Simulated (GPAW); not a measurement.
Runs of GPAW 26.7.0 on TaSi2. The structure is hexagonal, space group P6_422 (No. 181). The conventional cell has a = 4.784 Å, b = 4.784 Å, c = 6.570 Å, α = 90.00°, β = 90.00°, γ = 120.00°. Ta (site symmetry 222) is surrounded by 10 Si at 2.61 to 2.83 Å. Around Si (site symmetry 2) lie 5 Si at 2.56 to 2.83 Å and 5 Ta at 2.61 to 2.83 Å. 

```csv
task,level,potentials or basis,U,k mesh,band path,band points,mesh quality,gap on the mesh (eV),pressure (GPa),largest force (eV/Å)
single point,PBEsol+U,"PAW data sets generated in the run's folder for this functional, pw",Ta d U = 5 eV,5 × 5 × 3,-,-,not flagged,none,4.4,(b)
single point,PBEsol,"PAW data sets generated in the run's folder for this functional, pw",-,5 × 5 × 3,-,-,not flagged,none,-1.4,(c)
single point,PBEsol+U,"PAW data sets generated in the run's folder for this functional, pw",Ta d U = 4 eV,5 × 5 × 3,-,-,not flagged,none,3.1,0.09
single point,PBEsol,"PAW data sets generated in the run's folder for this functional, pw",-,7 × 7 × 4,-,-,not flagged,none,(d),0.07
single point,PBEsol+U,"PAW data sets generated in the run's folder for this functional, pw",Ta d U = 6 eV,5 × 5 × 3,-,-,not flagged,none,(a),0.15
single point,PBEsol+U,"PAW data sets generated in the run's folder for this functional, pw",Ta d U = 3 eV,5 × 5 × 3,-,-,not flagged,none,1.8,0.06
band structure,PBEsol,"PAW data sets generated in the run's folder for this functional, pw",-,4 × 4 × 3,"GMKGALHA,LM,KH",80,coarse,-,-1.4,0.01
```

Alike in all rows: no spin polarisation; cell as given; cutoff (eV) 600; smearing fermi-dirac 0.05 eV.

Fill in the values left out.

(a) 5.8; (b) 0.12; (c) 0.02; (d) -1.5.

Caveats: some runs use coarse meshes; U without spin polarisation on a metal has little footing (some runs); the U is typed as a test and isn't derived for this compound (some runs).

A k mesh can miss the band edges, and the runs leave out spin-orbit coupling on Ta.

A gap of «none» marks a metal or a gap under the smearing width.

Not every run made on this cell is shown here.
